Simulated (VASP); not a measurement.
**GaAs(110): relaxation, ionisation energy and affinity**

Aim: ionisation energy and electron affinity of GaAs(110), from a slab and a bulk run lined up through core potentials.

Program: VASP 6.6.1. Level of theory: PBEsol; plane waves and PAW (Ga, As). Results are calculated unless marked as measured.

**What experiment says.**

For GaAs, zincblende (commercial semi-insulating (001) wafer, relaxed), “Investigation of Radiation Effect on Structural and Optical Properties of GaAs under High-Energy Electron Irradiation” (2022, pmc:9457441) gives, by high-resolution XRD, reciprocal space mapping: lattice constant a (cubic a from (004) reciprocal space maps; peak position was aligned …) 5.653 Å [Peak position aligned to 66.049 deg for all samples, so the value is effectively fixed by …].

Most raw output is cut from this account.

### 1. The starting structure

It takes space group F-43m (No. 216, cubic). Conventional cell: a = 5.650 Å, b = 5.650 Å, c = 5.650 Å, α = 90.00°, β = 90.00°, γ = 90.00°. Nearest to Ga lie 4 As at 2.45 Å. Nearest to As lie 4 Ga at 2.45 Å. Farther neighbours are not listed.

Structure file:

```cif
data_structure
_symmetry_space_group_name_H-M 'P 1'
_symmetry_Int_Tables_number 1
_cell_length_a 3.9952
_cell_length_b 3.9952
_cell_length_c 3.9952
_cell_angle_alpha 60.000
_cell_angle_beta 60.000
_cell_angle_gamma 60.000
_cell_volume 45.09
loop_
_atom_site_label
_atom_site_type_symbol
_atom_site_fract_x
_atom_site_fract_y
_atom_site_fract_z
_atom_site_occupancy
Ga1 Ga 0.00000 0.00000 0.00000 1
As2 As 0.25000 0.25000 0.25000 1
```

### 2. Relaxing the bulk crystal

The later steps need the crystal at this functional's own lattice; a raised cutoff keeps the stress reliable while the cell changes.

File INCAR:

```
SYSTEM = GaAs
PREC = Accurate
ENCUT = 350
EDIFF = 1E-06
NELM = 120
ISMEAR = 0
SIGMA = 0.03
LREAL = .FALSE.
ALGO = Normal
GGA = PS
NBANDS = 10
LORBIT = 11
LWAVE = .FALSE.
LCHARG = .FALSE.
KPAR = 4
LASPH = .TRUE.
IBRION = 2
NSW = 40
ISIF = 3
EDIFFG = -0.02
POTIM = 0.4
```

File POSCAR:

```
GaAs
1.0
    0.0000000000      2.8250000000      2.8250000000
    2.8250000000      0.0000000000      2.8250000000
    2.8250000000      2.8250000000      0.0000000000
Ga As
1 1
Direct
    0.0000000000      0.0000000000      0.0000000000
    0.2500000000      0.2500000000      0.2500000000
```

File KPOINTS:

```
Automatic mesh
0
Gamma
6 6 6
0 0 0
```

PAW data sets: Ga and As (PBE family, release 64).

On the command line:

```console
mpirun -np 4 vasp_std
```

It took 3.6 s on 4 MPI ranks of Intel Xeon 6975P-C (Granite Rapids), shared host; peak memory 0.52 GiB.

The PAW data sets were made with PBE, which is usual practice but a small mismatch for other functionals. The data set Ga keeps the semicore shell frozen, which is cheaper and a little less accurate. The run keeps the 24 symmetry operations of its start, so it cannot find a distortion of lower symmetry.

Step by step:

| step | energy less that of the first step (eV) | largest force (eV/Å) | pressure (GPa) | volume (Å³) |
| --- | --- | --- | --- | --- |
| 1 | 0.0000 | 0.0000 | 1.25 | 45.09 |
| 2 | -0.0028 | 0.0000 | -0.24 | 46.02 |
| 3 | -0.0029 | 0.0000 | 0.01 | 45.86 |

| conventional cell, symmetrised | before | after | change |
| --- | --- | --- | --- |
| a (Å) | 5.650 | 5.682 | +0.6 % |
| b (Å) | 5.650 | 5.682 | +0.6 % |
| c (Å) | 5.650 | 5.682 | +0.6 % |
| volume (Å³/atom) | 22.55 | 22.93 | +1.7 % |

Final coordinates:

```xyz
2
Lattice="0.0000 2.8409 2.8409 2.8409 0.0000 2.8409 2.8409 2.8409 0.0000" Properties=species:S:1:pos:R:3 pbc="T T T"
Ga    0.0000    0.0000    0.0000
As    1.4204    1.4204    1.4204
```

This step gave:

```yaml
electronic_cycles: 23
electrons: 8
free_energy_toten: -9.053 eV
fermi_energy: 2.678 eV
```

The run ended after 3 ionic steps, 0.003 eV below its first step, once forces and stress met EDIFFG = -0.02.

### 3. Band edges of the bulk

A static bulk run at the slab's cutoff gives the band edges and the core potentials that tie them to the slab.

File INCAR:

```
SYSTEM = GaAs
PREC = Normal
ENCUT = 320
EDIFF = 1E-06
NELM = 120
ISMEAR = 0
SIGMA = 0.03
LREAL = .FALSE.
ALGO = Normal
GGA = PS
NBANDS = 10
LORBIT = 11
LWAVE = .FALSE.
LCHARG = .FALSE.
KPAR = 4
LASPH = .TRUE.
```

File POSCAR:

```
GaAs
1.0
    0.0000000000      2.8408934113      2.8408934113
    2.8408934113      0.0000000000      2.8408934113
    2.8408934113      2.8408934113      0.0000000000
Ga As
1 1
Direct
    0.0000000000      0.0000000000      0.0000000000
    0.2500000000      0.2500000000      0.2500000000
```

File KPOINTS:

```
Automatic mesh
0
Gamma
13 13 13
0 0 0
```

On the command line:

```console
mpirun -np 4 vasp_std
```

Elapsed: 2.4 s, on 4 MPI ranks; peak memory 0.49 GiB.

The gap is read on the k-mesh alone, so it is an upper bound where the band edges lie off the mesh.

This step gave:

```
electronic cycles              : 12
free energy (TOTEN)            : -9.079 eV
Fermi energy                   : 2.684 eV
metallic                       : no
gap on the k-mesh              : 0.4041 eV
least direct gap on the k-mesh : 0.4041 eV
```

### 4. Relaxing the slab

System of this step: GaAs(110). The cell holds 18 atoms: 9 Ga and 9 As. Cell: a = 4.018 Å, b = 5.682 Å, c = 32.071 Å, α = 90.0°, β = 90.0°, γ = 90.0°. It derives from GaAs. 9 layers, cut at this functional's lattice. Vacuum lies along c.

All atoms relax at the fixed cell.

File INCAR:

```
SYSTEM = GaAs
PREC = Normal
ENCUT = 320
EDIFF = 1E-05
NELM = 120
ISMEAR = 0
SIGMA = 0.03
LREAL = Auto
ALGO = Fast
GGA = PS
NBANDS = 54
LORBIT = 11
LWAVE = .FALSE.
LCHARG = .FALSE.
KPAR = 2
NCORE = 2
LASPH = .TRUE.
IBRION = 2
NSW = 60
ISIF = 2
EDIFFG = -0.03
POTIM = 0.4
MAXMIX = 40
IDIPOL = 3
LDIPOL = .TRUE.
DIPOL = 0.5 0.5 0.5
```

File POSCAR:

```
GaAs
1.0
    4.0176299915      0.0000000000      0.0000000000
    0.0000000000      5.6817868226      0.0000000000
    0.0000000000      0.0000000000     32.0705199661
Ga As
9 9
Direct
    0.0000000000      0.0000000000      0.2494502700
    0.5000000000      0.5000000000      0.3120877100
    0.0000000000      0.0000000000      0.3747251400
    0.5000000000      0.5000000000      0.4373625700
    0.0000000000      0.0000000000      0.5000000000
    0.5000000000      0.5000000000      0.5626374300
    0.0000000000      0.0000000000      0.6252748600
    0.5000000000      0.5000000000      0.6879122900
    0.0000000000      0.0000000000      0.7505497300
    0.0000000000      0.7500000000      0.3120877100
    0.5000000000      0.2500000000      0.2494502700
    0.0000000000      0.7500000000      0.4373625700
    0.5000000000      0.2500000000      0.3747251400
    0.0000000000      0.7500000000      0.5626374300
    0.5000000000      0.2500000000      0.5000000000
    0.0000000000      0.7500000000      0.6879122900
    0.5000000000      0.2500000000      0.6252748600
    0.5000000000      0.2500000000      0.7505497300
```

File KPOINTS:

```
Automatic mesh
0
Gamma
6 4 1
0 0 0
```

On the command line:

```console
mpirun -np 4 vasp_std
```

Elapsed: 3.9 min, on 4 MPI ranks; peak memory 0.96 GiB.

The run keeps the 4 symmetry operations of its start, so it cannot find a distortion of lower symmetry.

The steps of the relaxation (22 of 23):

| step | energy less that of the first step (eV) | largest force (eV/Å) |
| --- | --- | --- |
| 1 | 0.0000 | 1.6569 |
| 2 | -0.3684 | 1.3902 |
| 3 | -0.8017 | 0.9123 |
| 4 | -0.8201 | 1.0361 |
| 5 | -1.1472 | 0.7608 |
| 6 | -1.3265 | 0.6305 |
| 7 | -1.3956 | 0.2766 |
| 8 | -1.3962 | 0.2365 |
| 9 | -1.4160 | 0.1661 |
| 10 | -1.4247 | 0.1585 |
| 11 | -1.4351 | 0.0867 |
| 13 | -1.4393 | 0.0738 |
| 14 | -1.4394 | 0.0833 |
| 15 | -1.4419 | 0.0773 |
| 16 | -1.4421 | 0.0864 |
| 17 | -1.4446 | 0.0438 |
| 18 | -1.4448 | 0.0533 |
| 19 | -1.4459 | 0.0375 |
| 20 | -1.4459 | 0.0542 |
| 21 | -1.4466 | 0.0330 |
| 22 | -1.4466 | 0.0371 |
| 23 | -1.4470 | 0.0201 |

The atoms that moved most (Å):

| atom | dx | dy | dz | length |
| --- | --- | --- | --- | --- |
| Ga9 | 0.000 | 0.351 | -0.459 | 0.578 |
| Ga1 | 0.000 | 0.351 | 0.459 | 0.578 |
| As18 | 0.000 | 0.112 | 0.254 | 0.278 |
| As11 | 0.000 | 0.112 | -0.254 | 0.278 |
| Ga8 | 0.000 | -0.090 | 0.102 | 0.136 |
| Ga2 | 0.000 | -0.090 | -0.102 | 0.136 |
| As10 | 0.000 | -0.083 | 0.016 | 0.084 |
| As16 | 0.000 | -0.083 | -0.016 | 0.084 |

The relaxed structure:

```cif
data_structure
_symmetry_space_group_name_H-M 'P 1'
_symmetry_Int_Tables_number 1
_cell_length_a 4.0176
_cell_length_b 5.6818
_cell_length_c 32.0705
_cell_angle_alpha 90.000
_cell_angle_beta 90.000
_cell_angle_gamma 90.000
_cell_volume 732.08
loop_
_atom_site_label
_atom_site_type_symbol
_atom_site_fract_x
_atom_site_fract_y
_atom_site_fract_z
_atom_site_occupancy
Ga1 Ga 0.00000 0.06178 0.26378 1
Ga2 Ga 0.50000 0.48408 0.30891 1
Ga3 Ga 0.00000 0.99018 0.37539 1
Ga4 Ga 0.50000 0.48832 0.43689 1
Ga5 Ga 0.00000 0.99012 0.50000 1
Ga6 Ga 0.50000 0.48832 0.56311 1
Ga7 Ga 0.00000 0.99018 0.62461 1
Ga8 Ga 0.50000 0.48408 0.69109 1
Ga9 Ga 0.00000 0.06178 0.73622 1
As10 As 0.00000 0.73542 0.31258 1
As11 As 0.50000 0.26975 0.24153 1
As12 As 0.00000 0.73853 0.43766 1
As13 As 0.50000 0.24189 0.37363 1
As14 As 0.00000 0.73853 0.56234 1
As15 As 0.50000 0.23996 0.50000 1
As16 As 0.00000 0.73542 0.68742 1
As17 As 0.50000 0.24189 0.62637 1
As18 As 0.50000 0.26975 0.75847 1
```

This step gave:

```yaml
electronic_cycles: 165
electrons: 72
free_energy_toten: -79.6929 eV
fermi_energy: -0.5558 eV
dipole_moment: 0, 0, 0 e·Å
gap_on_the_k_mesh: 0.7935 eV
least_direct_gap_on_the_k_mesh: 0.8173 eV
```

The run ended after 23 ionic steps, 1.447 eV below its first step, once the forces on the free atoms met EDIFFG = -0.03.

### 5. Potential and states of the slab

A static run writes the electrostatic potential without exchange and correlation (LVHAR), which is flat in the vacuum and gives the level to count from. The dipole correction cancels the field that unlike faces would set up across the vacuum.

File INCAR:

```
SYSTEM = GaAs
PREC = Normal
ENCUT = 320
EDIFF = 1E-06
NELM = 120
ISMEAR = 0
SIGMA = 0.03
LREAL = Auto
ALGO = Fast
GGA = PS
NBANDS = 54
LORBIT = 11
LWAVE = .FALSE.
LCHARG = .TRUE.
KPAR = 2
LASPH = .TRUE.
IDIPOL = 3
LDIPOL = .TRUE.
DIPOL = 0.5 0.5 0.5
LVHAR = .TRUE.
LVACPOTAV = .TRUE.
NEDOS = 1500
```

File POSCAR:

```
GaAs
1.0
    4.0176299915      0.0000000000      0.0000000000
    0.0000000000      5.6817868226      0.0000000000
    0.0000000000      0.0000000000     32.0705199661
Ga As
9 9
Direct
    0.0000000000      0.0617842839      0.2637768918
    0.5000000000      0.4840829619      0.3089119554
    0.0000000000      0.9901801589      0.3753937028
    0.5000000000      0.4883186012      0.4368877148
    0.0000000000      0.9901203901      0.5000000000
    0.5000000000      0.4883186012      0.5631122852
    0.0000000000      0.9901801589      0.6246062972
    0.5000000000      0.4840829619      0.6910880446
    0.0000000000      0.0617842839      0.7362231082
    0.0000000000      0.7354239779      0.3125765378
    0.5000000000      0.2697455794      0.2415346514
    0.0000000000      0.7385292199      0.4376571305
    0.5000000000      0.2418927064      0.3736331173
    0.0000000000      0.7385292199      0.5623428695
    0.5000000000      0.2399646309      0.5000000000
    0.0000000000      0.7354239779      0.6874234622
    0.5000000000      0.2418927064      0.6263668827
    0.5000000000      0.2697455794      0.7584653486
```

KPOINTS is that of step 4.

File KPOINTS_OPT:

```
Line mode
14
Line-mode
Reciprocal
  0.00000000   0.00000000   0.00000000 GAMMA
  0.50000000   0.00000000   0.00000000 X

  0.50000000   0.00000000   0.00000000 X
  0.50000000   0.50000000   0.00000000 S

  0.50000000   0.50000000   0.00000000 S
  0.00000000   0.50000000   0.00000000 Y

  0.00000000   0.50000000   0.00000000 Y
  0.00000000   0.00000000   0.00000000 GAMMA

  0.00000000   0.00000000   0.00000000 GAMMA
  0.50000000   0.50000000   0.00000000 S
```

On the command line:

```console
mpirun -np 4 vasp_std
```

Wall time 1.7 min (4 MPI ranks); peak memory 1.2 GiB.

This step gave:

* electronic cycles: 22
* Fermi energy: -0.609 eV
* least gap on mesh and path: 0.7935 eV
* least direct gap on mesh and path: 0.8173 eV
* vacuum levels: 4.173, 4.173 eV
* ionisation potentials of the upper and lower face: 4.913, 4.913 eV
* electron affinities of the upper and lower face: 4.119, 4.119 eV

The electronic bands at the labelled points (eV, zero at the valence-band top; v1 is the highest filled band, c1 the lowest empty one):

| point | v4 | v3 | v2 | v1 | c1 | c2 | c3 | c4 |
| --- | --- | --- | --- | --- | --- | --- | --- | --- |
| Γ | -0.33 | -0.23 | -0.10 | 0.00 | 0.82 | 1.46 | 1.51 | 1.64 |
| 0.46 of the way | -1.22 | -1.11 | -0.90 | -0.50 | 1.65 | 1.83 | 2.21 | 2.26 |
| X | -1.72 | -1.41 | -1.18 | -1.00 | 0.79 | 0.85 | 1.63 | 1.77 |
| 0.54 of the way | -1.44 | -1.39 | -1.04 | -0.92 | 1.20 | 1.32 | 2.08 | 2.17 |
| S | -1.33 | -1.21 | -0.89 | -0.81 | 0.90 | 1.49 | 1.52 | 2.53 |
| 0.54 of the way | -1.13 | -1.12 | -0.81 | -0.80 | 1.93 | 2.03 | 2.43 | 2.64 |
| Y | -1.04 | -1.01 | -0.92 | -0.88 | 0.97 | 1.16 | 1.20 | 1.63 |
| 0.54 of the way | -0.52 | -0.52 | -0.51 | -0.43 | 1.37 | 1.41 | 1.49 | 1.69 |
| Γ | -0.33 | -0.23 | -0.10 | 0.00 | 0.82 | 1.46 | 1.51 | 1.64 |
| 0.54 of the way | -1.17 | -1.04 | -0.75 | -0.65 | 1.46 | 1.72 | 1.99 | 2.30 |
| S | -1.33 | -1.21 | -0.89 | -0.81 | 0.90 | 1.49 | 1.52 | 2.53 |

Of the projections kept (Ga, As), the largest for each band there; the rest of the weight can lie on other orbitals:

| point | v4 | v3 | v2 | v1 | c1 | c2 | c3 | c4 |
| --- | --- | --- | --- | --- | --- | --- | --- | --- |
| Γ | As 0.64 | As 0.65 | As 0.66 | As 0.68 | Ga 0.51 | Ga 0.66 | Ga 0.50 | Ga 0.59 |
| X | As 0.56 | As 0.56 | As 0.65 | As 0.65 | Ga 0.79 | Ga 0.81 | Ga 0.65 | Ga 0.69 |
| S | As 0.57 | As 0.59 | As 0.64 | As 0.68 | Ga 0.71 | Ga 0.68 | Ga 0.56 | Ga 0.66 |
| Y | As 0.57 | As 0.58 | As 0.61 | As 0.62 | Ga 0.68 | Ga 0.61 | Ga 0.74 | Ga 0.54 |
| Γ | As 0.64 | As 0.65 | As 0.66 | As 0.68 | Ga 0.51 | Ga 0.66 | Ga 0.50 | Ga 0.59 |
| S | As 0.57 | As 0.59 | As 0.64 | As 0.68 | Ga 0.71 | Ga 0.68 | Ga 0.56 | Ga 0.66 |

The planar average of the electrostatic potential oscillates, so the rows of the table below give means over windows of 2.06 Å about each position, cut where the curve ends. Its maxima inside the range that stand out by 2 % of the span (Å: eV): 8.7: -0.327, 11.0: 0.416, 13.1: 0.092, 15.0: 0.16, 16.0: -3.83, 17.1: 0.16, 19.0: 0.092, 21.1: 0.416, 23.4: -0.327. Its minima: 7.9: -4.03, 10.2: -4.36, 11.7: -4.10, 14.3: -4.11, 15.8: -4.03, 16.3: -4.03, 17.8: -4.11, 20.4: -4.10, 21.9: -4.36, 24.2: -4.03.

Zero at the Fermi level. Table of planar average of the electrostatic potential by height; means over each step:

height (Å), planar average of the electrostatic potential (eV) and a bar from the least value:
```
     1.03       4.78 ##############################
     3.09       4.78 ##############################
     5.15       4.73 ##############################
     7.21       0.10 ###########
     9.27      -2.68 
    11.33      -2.61 #
    13.39      -2.58 #
    15.45      -2.64 
    17.51      -2.63 
    19.57      -2.56 #
    21.63      -2.74 
    23.69      -2.26 ##
    25.75       3.50 #########################
    27.81       4.78 ##############################
    29.87       4.78 ##############################
    31.93       4.78 ##############################
```

Density of states in the PAW spheres, an atom over height of the layer and energy from the Fermi level.

Ten even steps from '0' (0.00 states/eV) to '9' (0.86 states/eV), each cell a mean:
```
000000000000000
000000000000000
100111110011001
421322121123124
842433333254248
744545454455447
635444544444536
445556665565544
224454444454422
223444444444322
123334444333321
111111111111111
011000000000110
121100000101121
131111212211131
132111101111231
154222113312451
289366639933982
024145628721420
000000000000000
000000000000000
000000000000000
```
Columns: height of the layer (Å) from 7.7 to 24.3 (not evenly spaced); rows upwards: energy from the Fermi level (eV) from -7.9 to 0.5.

Valence density in the cb plane at fractional x = 0.000, with atoms of Ga and As within 0.2 Å of it. It is the smooth field of the valence electrons, not physical close to the nuclei.

Ten even steps from '0' (-0.10 e/Å³) to '9' (0.62 e/Å³), each cell a mean:
```
11111111111111111111233446655554212455555552
11111111111111111111123457998876434678888764
11111111111111111111112358967986444689669964
11111111111111111111111248700885333588007853
11111111111111111111111247834874222468448742
11111111111111111111111235888752212247887532
11111111111111111111111123566432111234664321
11111111111111111111111112233221111122332211
11111111111111111111111111222211111112222111
11111111111111111111122222111111111111111111
11111111111111111111223322211112222211111122
11111111111111111111234433211122333221111122
11111111111111111112344333221223444321111234
11111111111111111112342123322234333332222333
11111111111111111111233124433334212443223342
```
Columns run along c (16.0 Å, from fractional 0.00 to 0.50 of the cell), rows up along b (5.7 Å). Atoms in or near the plane, at fractional coordinates: Ga at (0.26, 0.06), Ga at (0.38, 0.99), Ga at (0.50, 0.99), As at (0.31, 0.74), As at (0.44, 0.74).

Electrostatic potential energy in the cb plane at fractional x = 0.000, with atoms of Ga and As within 0.2 Å of it. With pseudopotentials it is smooth inside the atoms' cores, unlike the true potential.

Ten even steps from '0' (-35 eV) to '9' (4 eV), each cell a mean:
```
99999999999999999999864555788875898578888758
99999999999999999999987667633675565576336755
99999999999999999999999886000167666761000676
99999999999999999999999984043048988850330488
99999999999999999999999985011058999850110589
99999999999999999999999997311479999974114799
99999999999999999999999998877899999998778999
99999999999999999999999999999999999999999999
99999999999999999999999999999999999999999999
99999999999999999999999999999999999999999999
99999999999999999999998888999999999999999999
99999999999999999999986557899999888999999998
99999999999999999999855764799997656799999976
99999999999999999999748995689985575589999855
99999999999999999999748985689875999579999758
```
Columns run along c (16.0 Å, from fractional 0.00 to 0.50 of the cell; values clipped at the 3rd and 97th percentile), rows up along b (5.7 Å). Atoms in or near the plane, at fractional coordinates: Ga at (0.26, 0.06), Ga at (0.38, 0.99), Ga at (0.50, 0.99), As at (0.31, 0.74), As at (0.44, 0.74).

The map of layer states is cut here 0.5 eV above the Fermi level, so it leaves out the states above that.

The vacuum level lies 4.91 eV above the highest filled level at the upper face; both faces agree, as the slab has next to no dipole.

The program found no field-free point at its default tolerance, but its printed level agrees with the flat part of the planar average.

### 6. Lining up bulk and slab

This step: band edges against the vacuum, PBEsol; plane waves and PAW (VASP 6.6.1).

No new run; the numbers come from the runs before.

This step gave:

```
ionisation energy       : 4.895 eV
offset spread           : 0.009300 eV
bulk gap                : 0.4041 eV
slab gap                : 0.7935 eV
electron affinity       : 4.491 eV
buckling                : 0.7133 Å
tilt                    : 31.12 degree
surface energy, relaxed : 0.7087 J/m²
```

The averaged core potentials of the four middle atoms lie -3.221 eV from those of the bulk run. The bulk valence top (2.499 eV), moved by that offset, is taken from the upper vacuum level (4.173 eV).

### 7. Outcome

| Item | Value |
| --- | --- |
| ionisation energy | 4.90 eV |
| electron affinity | 4.49 eV |
| buckling | 0.713 Å |
| surface energy, relaxed | 0.709 J/m² |

In words: The bulk valence-band top lies 4.90 eV below the vacuum of GaAs(110), and the conduction-band bottom 4.49 eV. The top layer buckles by 0.71 Å, a tilt of 31°, with As outermost, as the anion takes the dangling-bond electrons and the cation flattens towards sp². The surface costs 0.71 J/m². The slab's least gap is 0.79 eV, against 0.40 eV in the bulk. Confinement widens it, surface states can narrow it, and the two gaps need not lie at the same wave vector; the faces' own affinities count to the slab's lowest empty state. The offsets of the four middle atoms spread by 0.01 eV; a shift common to all four would not show in it. One thickness was run. Semilocal band edges put the valence top too high and the gap too small. Spin-orbit coupling, left out here, would raise the valence top further.

Comparison with the measured values:

| quantity | measured | PBEsol |
| --- | --- | --- |
| lattice constant a (Å) | 5.653 | 5.682 (+0.5 %) |

Measured values from pmc:9457441 (2022).

**Verdict.** The lattice constant a is off by +0.5 %: good agreement. The grades are ours: good and fair within 0.7 and 1.5 % for the lattice constant a. Zero-point motion and thermal expansion are not in the computed lattice constants. As a rule both would widen the computed cell, so the excess over experiment is if anything larger than shown.

[Lines on the potential files, build, host, timing and source positions are cut from VASP's logs without a mark.]

[Logs are printed without paths, hosts, clocks, repeated set-up lines and the standing remarks that a program may print on its own settings, such as how far it seeks lower states.]

[Hosts, paths, dates, database ids (printed as entryN), source tags and the programs' standing remarks are cut or masked in the printed files.]

[Runs that stopped without an error message from VASP are left out.]
